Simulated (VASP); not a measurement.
# ZrB2 (P6/mmm) in VASP: further runs

Runs on ZrB2. Level: PBE. Tasks: relaxation of cell and atoms.

All numbers are computed with VASP 6.6.1; they aren't measurements. Logs are shortened: lines on timing, memory, paths and dates and some standing lists are left out, and cuts for length are marked.

## Step 1: The structure

The structure is hexagonal, space group P6/mmm (No. 191). Conventional cell: a = 3.170 Å, b = 3.170 Å, c = 3.533 Å, α = 90.00°, β = 90.00°, γ = 120.00°. Zr (site symmetry 6/mmm) is surrounded by 12 B at 2.54 Å. Around B (site symmetry -6m2) lie 3 B at 1.83 Å.

## Step 2: Relaxation of cell and atoms, PBE

File INCAR:

```
ALGO = Fast ; EDIFF = 1E-7
EDIFFG = -0.002 ; ENCUT = 520
GGA = PE ; IBRION = 2
ISIF = 3 ; ISMEAR = 0
LASPH = True ; LCHARG = False
LREAL = False ; LWAVE = False
NELM = 80 ; NSW = 80
PREC = Accurate ; SIGMA = 0.1
```

File KPOINTS:

```
k-points
0
Gamma
  9 9 8
```

File POSCAR:

```
ZrB2
1.0
    3.1700000000      0.0000000000      0.0000000000
   -1.5850000000      2.7453005300      0.0000000000
    0.0000000000      0.0000000000      3.5330000000
Zr B
1 2
Direct
    0.0000000000      0.0000000000      0.0000000000
    0.3333333300      0.6666666700      0.5000000000
    0.6666666700      0.3333333300      0.5000000000
```

Potentials or basis: VASP PAW PBE potentials, release 64 (Zr_sv, B).

Started as:

```sh
$ cat potpaw_PBE.64/Zr_sv/POTCAR potpaw_PBE.64/B/POTCAR > POTCAR
$ mpirun -np 1 vasp_std > vasp.out
```

OUTCAR:

```text
EDIFF = 1E-7
   EDIFFG = -0.002
   ENCUT = 520
   GGA = PE
   IBRION = 2
   ISIF = 3
   ISMEAR = 0
   LASPH = True
   LREAL = False
   NELM = 80
   NSW = 80
   PREC = Accurate

 ion  position               nearest neighbor table
   1  0.000  0.000  0.000-   2 2.54   3 2.54   2 2.54   3 2.54   3 2.54   3 2.54   2 2.54   2 2.54
                             3 2.54   3 2.54   2 2.54   2 2.54
   2  0.333  0.667  0.500-   3 1.83   3 1.83   3 1.83   1 2.54   1 2.54   1 2.54   1 2.54   1 2.54
                             1 2.54
   3  0.667  0.333  0.500-   2 1.83   2 1.83   2 1.83   1 2.54   1 2.54   1 2.54   1 2.54   1 2.54
                             1 2.54

  LATTYP: Found a hexagonal cell.
 ALAT       =     3.1700000000
 C/A-ratio  =     1.1145110410

  Lattice vectors:

 A1 = (   3.1700000000,   0.0000000000,   0.0000000000)
 A2 = (  -1.5850000000,   2.7453005300,   0.0000000000)
 A3 = (   0.0000000000,   0.0000000000,   3.5330000000)

Analysis of symmetry for initial positions (statically):
=====================================================================
 Subroutine PRICEL returns:
 Original cell was already a primitive cell.

 Routine SETGRP: Setting up the symmetry group for a
 hexagonal supercell.

 Subroutine GETGRP returns: Found 24 space group operations
 (whereof 24 operations were pure point group operations)
 out of a pool of 24 trial point group operations.

The static configuration has the point symmetry D_6h.

Analysis of symmetry for dynamics (positions and initial velocities):
=====================================================================
 Subroutine PRICEL returns:
 Original cell was already a primitive cell.

 Routine SETGRP: Setting up the symmetry group for a
 hexagonal supercell.

 Subroutine GETGRP returns: Found 24 space group operations
 (whereof 24 operations were pure point group operations)
 out of a pool of 24 trial point group operations.

The dynamic configuration has the point symmetry D_6h.

 Subroutine INISYM returns: Found 24 space group operations
 (whereof 24 operations are pure point group operations),
 and found     1 'primitive' translations

----------------------------------------------------------------------------------------

                                     Primitive cell

  volume of cell :      30.7463

  direct lattice vectors                    reciprocal lattice vectors
     3.170000000  0.000000000  0.000000000     0.315457413  0.182129422  0.000000000
    -1.585000000  2.745300530  0.000000000     0.000000000  0.364258845  0.000000000
     0.000000000  0.000000000  3.533000000     0.000000000  0.000000000  0.283045570

  length of vectors
[... 111 lines left out ...]
   AEXX    =    0.0000 exact exchange contribution
   IVDW    =     0    specifies the selected vdW correction
   LEPSILON=     F    determine dielectric tensor
   LRPA    =     F    only Hartree local field effects (RPA)
 conjugate gradient relaxation of ions
 non-spin polarized calculation
 RMM-DIIS sequential band-by-band and
 Gauss-broadening in eV      SIGMA  =   0.10
  energy-cutoff  :      520.00
  volume of cell :       30.75
 maximum number of plane-waves:       843
 NGX is ok and might be reduce to    24
   NGX = 11   NGY = 11   NGZ = 13

--------------------------------------- Ionic step        1  -------------------------------------------

 number of electron      18.0000000 magnetization

 Free energy of the ion-electron system (eV)
  ---------------------------------------------------
  ext. energy  EPLUGINS =         0.00000000
  ---------------------------------------------------
  free energy    TOTEN  =       -24.96785416 eV

  energy without entropy =      -24.96501936  energy(sigma->0) =      -24.96643676

------------------------ aborting loop because EDIFF is reached ----------------------------------------

  FORCE on cell =-STRESS in cart. coord.  units (eV):
  Direction    XX          YY          ZZ          XY          YZ          ZX
  --------------------------------------------------------------------------------------
  -------------------------------------------------------------------------------------
  Total        0.1479025      0.1479025      0.2602399      0.0000000      0.0000000      0.0000000
  in kB        7.7071430      7.7071430     13.5610005      0.0000000      0.0000000      0.0000000
  external PRESSURE =       9.6584288 kB  Pullay stress =       0.0000000 kB
[... 98 lines left out ...]
--------------------------------------- Ionic step        4  -------------------------------------------

 number of electron      18.0000000 magnetization

 Free energy of the ion-electron system (eV)
  ---------------------------------------------------
  ext. energy  EPLUGINS =         0.00000000
  ---------------------------------------------------
  free energy    TOTEN  =       -24.96831825 eV

  energy without entropy =      -24.96545168  energy(sigma->0) =      -24.96688496

 E-fermi :  10.4585     XC(G=0): -12.4234

 val. band max:       10.4318186442   @ k =   0.1111   0.0000   0.5000
 cond. band min:      10.4812074112   @ k =   0.1111   0.0000   0.3750
 fundamental gap:      0.0493887670
 Fermi energy:        10.4585442666

 k-point     1 :       0.0000    0.0000    0.0000
  band No.  band energies     occupation
      1     -38.1650      2.00000
      2     -16.3497      2.00000
      3     -15.8002      2.00000
      4     -15.8002      2.00000
      5      -2.2329      2.00000
      6       7.8713      2.00000
      7       7.8713      2.00000
      8       7.9008      2.00000
      9       8.1128      2.00000
     10      13.8651      0.00000
     11      13.8651      0.00000
     12      14.6195      0.00000
     13      14.6195      0.00000
[... 354 lines left out ...]
  band No.  band energies     occupation
      1     -38.0328      2.00000
      2     -16.4430      2.00000
      3     -16.4430      2.00000
      4     -16.1971      2.00000
      5       2.5503      2.00000
      6       2.5503      2.00000
      7       3.8371      2.00000
      8       7.9564      2.00000
      9       7.9564      2.00000
     10      12.5683      0.00000
     11      12.5683      0.00000
     12      13.7588      0.00000
     13      18.5854      0.00000

 [... further k-points ...]

------------------------ aborting loop because EDIFF is reached ----------------------------------------

  FORCE on cell =-STRESS in cart. coord.  units (eV):
  Direction    XX          YY          ZZ          XY          YZ          ZX
  --------------------------------------------------------------------------------------
  -------------------------------------------------------------------------------------
  Total       -0.0018912     -0.0018912      0.0048414      0.0000000     -0.0000000     -0.0000000
  in kB       -0.0981399     -0.0981399      0.2512389      0.0000000     -0.0000000     -0.0000000
  external PRESSURE =       0.0183197 kB  Pullay stress =       0.0000000 kB
[... 18 lines left out ...]
  FREE ENERGIE OF THE ION-ELECTRON SYSTEM (eV)
  ---------------------------------------------------
  free  energy   TOTEN  =       -24.9683182457 eV

  energy  without entropy=      -24.9654516818  energy(sigma->0) =      -24.96688496

 reached required accuracy - stopping structural energy minimisation
```

OSZICAR:

```text
N       E                     dE             d eps       ncg     rms          rms(c)
DAV:   1     0.113813803171E+03    0.11381E+03   -0.10018E+04  1560   0.139E+03
DAV:   2    -0.218147989822E+02   -0.13563E+03   -0.13119E+03  1815   0.340E+02
DAV:   3    -0.275071561137E+02   -0.56924E+01   -0.56282E+01  2525   0.613E+01
[... 66 lines left out ...]
RMM:   3    -0.249683169406E+02    0.15519E-04   -0.43112E-05  1717   0.576E-02    0.933E-03
RMM:   4    -0.249683178621E+02   -0.92154E-06   -0.85349E-06  1834   0.233E-02    0.157E-03
RMM:   5    -0.249683180966E+02   -0.23450E-06   -0.30224E-06  1813   0.111E-02    0.162E-03
RMM:   6    -0.249683182142E+02   -0.11761E-06   -0.10759E-06  1378   0.557E-03    0.640E-04
RMM:   7    -0.249683182457E+02   -0.31524E-07   -0.56839E-07  1209   0.356E-03
   4 F= -.24968318E+02 E0= -.24966885E+02  d E =-.325638E-04
```

CONTCAR:

```text
ZrB2
   1.00000000000000
     3.1722523750591827    0.0000000000000000    0.0000000000000000
    -1.5861261875295913    2.7472511440201104   -0.0000000000000000
     0.0000000000000000    0.0000000000000000    3.5426318341214942
  Zr              B
     1     2
Direct
     1.0000000000000000    0.0000000000000000    0.0000000000000000
     0.3333333300000021    0.6666666699999979    0.5000000000000000
     0.6666666699999979    0.3333333300000021    0.5000000000000000

  0.00000000E+00  0.00000000E+00  0.00000000E+00
  0.00000000E+00  0.00000000E+00  0.00000000E+00
  0.00000000E+00  0.00000000E+00  0.00000000E+00
```

Run time: 94 s. Hardware: 1 thread of Intel Xeon Platinum 8375C at 2.90GHz (Ice Lake), shared host; peak memory 0.15 GiB.

Results:

- Free energy: -24.9683 eV
- Relaxed volume: 10.29 Å³/atom
- Relaxed cell: a = 3.172 Å, b = 3.172 Å, c = 3.543 Å, α = 90.00°, β = 90.00°, γ = 120.00°
- Space group after relaxing (to 0.05 Å): P6/mmm (No. 191)
- Energy gained by relaxing: 0.2 meV/atom
- Ionic steps: 4
- Pressure after relaxing: 0.0 GPa
- Band gap on the k mesh: none (metal or under the smearing width)

The path:
```
step  energy change (eV)  largest force (eV/Å)  pressure (GPa)  volume (Å³)
   1              0.0000                0.0000            0.97        30.75
   2              0.0001                0.0000           -1.13        31.02
   3             -0.0004                0.0000           -0.05        30.88
   4             -0.0005                0.0000            0.00        30.87
```

Final structure:
```cif
data_structure
_symmetry_space_group_name_H-M 'P 1'
_symmetry_Int_Tables_number 1
_cell_length_a 3.1723
_cell_length_b 3.1723
_cell_length_c 3.5426
_cell_angle_alpha 90.000
_cell_angle_beta 90.000
_cell_angle_gamma 120.000
_cell_volume 30.87
loop_
_atom_site_label
_atom_site_type_symbol
_atom_site_fract_x
_atom_site_fract_y
_atom_site_fract_z
_atom_site_occupancy
Zr1 Zr 0.00000 0.00000 0.00000 1
B1 B 0.33333 0.66667 0.50000 1
B2 B 0.66667 0.33333 0.50000 1
```

PBE usually gives volumes a little too large and moduli too small. Zero-point motion and thermal expansion aren't in these numbers.

## Step 3: Relaxation of cell and atoms, PBE

This run uses another cell than the first one, of 10.29 Å³/atom, 1.004 times its volume.

INCAR is that of step 2.

KPOINTS is that of step 2.

File POSCAR:

```
ZrB2                                    
1.0
    3.1722523751      0.0000000000      0.0000000000
   -1.5861261875      2.7472511440     -0.0000000000
    0.0000000000      0.0000000000      3.5426318341
  Zr              B             
     1     2
Direct
     1.0000000000000000    0.0000000000000000    0.0000000000000000
     0.3333333300000021    0.6666666699999979    0.5000000000000000
     0.6666666699999979    0.3333333300000021    0.5000000000000000
```

Potentials or basis: VASP PAW PBE potentials, release 64 (Zr_sv, B).

Started as:

```sh
$ cat potpaw_PBE.64/Zr_sv/POTCAR potpaw_PBE.64/B/POTCAR > POTCAR
$ mpirun -np 1 vasp_std > vasp.out
```

It took 40 s on 1 thread of Intel Xeon Platinum 8375C at 2.90GHz (Ice Lake), shared host; peak memory 0.15 GiB.

It converged, with:

```yaml
Free_energy: -24.9684 eV
Pressure_after_relaxing: 0.0 GPa
Band_gap_on_the_k_mesh: none (metal or under the smearing width)
```

Final structure:
```yaml
crystal:
  lattice:
    - [3.17225, 0.00000, 0.00000]
    - [-1.58613, 2.74725, 0.00000]
    - [0.00000, 0.00000, 3.54263]
  atoms:
    - { symbol: Zr, position: [0.00000, 0.00000, 0.00000] }
    - { symbol: B, position: [0.33333, 0.66667, 0.50000] }
    - { symbol: B, position: [0.66667, 0.33333, 0.50000] }
```

Levels at points of the mesh, in eV from the Fermi level:
```csv
k point,band 7,band 8,band 9,band 10,band 11,band 12
"(0.00, 0.00, 0.00)",-2.59,-2.56,-2.35,4.16,4.88,5.16
"(0.00, 0.00, 0.50)",-0.94,-0.94,0.37,0.37,0.80,0.80
```

Caveat: the relaxation stopped at its first step, so nothing moved.
